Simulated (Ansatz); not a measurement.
Consider the formal exchange of groups at a C–C bond: `CC(=O)Cl` + `FC(F)F` → `O=C(Cl)C(F)(F)F` + CH₄.

Program: Ansatz. Geometries: PBE0-D4/def2-TZVP. ΔE: electronic, gas phase. CBS: MP2 limit from def2 TZ/QZ plus the TZ coupled-cluster correction, frozen cores. This one scheme is used for every species. DFT in def2-TZVPP. HSE06 is defined as in plane-wave codes.

`CC(=O)Cl`:

Z-matrix (Å, degrees):
```
C
C 1 1.491
H 1 1.089 2 109.4
H 1 1.091 2 109.4 3 -121.4
H 1 1.091 2 109.4 3 121.3
O 2 1.179 1 127.8 3 -0.2
Cl 2 1.794 1 111.8 3 179.8
```

`FC(F)F`:

```xyz
5

F     0.682   -1.032   -0.437
C     0.037    0.047    0.003
F    -0.974    0.302   -0.825
F    -0.460   -0.220    1.208
H     0.715    0.902    0.051
```

`O=C(Cl)C(F)(F)F`:

```xyz
7

O    -0.023   -1.071    1.546
C     0.136   -0.113    0.881
Cl    0.711    1.418    1.482
C    -0.145   -0.070   -0.642
F    -0.579   -1.247   -1.051
F     0.967    0.234   -1.303
F    -1.067    0.848   -0.911
```

CH₄:

Z-matrix (Å, degrees):
```
C
H 1 1.090
H 1 1.090 2 109.5
H 1 1.090 2 109.5 3 -120.0
H 1 1.090 2 109.5 3 120.0
```

| level | ΔE (kJ/mol) |
| --- | --- |
| B97M-V | 32.6 |
| PBE-QIDH | 43.7 |
| HSE06 | 42.8 |
| CCSD/def2-TZVPP | 41.9 |

Question: What does CCSD(T)/CBS give? (An estimate is asked.)

Answer: The calculation gave: +41.4 kJ/mol. The listed levels differ from it by -8.8, 2.3, 1.4, 0.5 kJ/mol.

Largest T1 diagnostic among the species: 0.014.

In def2-TZVPP, CCSD(T) changes the Hartree–Fock value by −13.8 kJ/mol (the triples alone add −2.4 kJ/mol) and MP2 by −11.1 kJ/mol. Leaving LDA and LC-ωPBE aside and taking each functional with its dispersion term where it has one, the values, not all of them listed here, spread over 11.7 kJ/mol, from B97M-V to BHLYP-D4. LDA lies −5.8 kJ/mol from PBE without D4.

CCSD(T)/CBS has its own doubt, a few kJ/mol and more with outer-core shells, so smaller differences from it don't rank the levels.
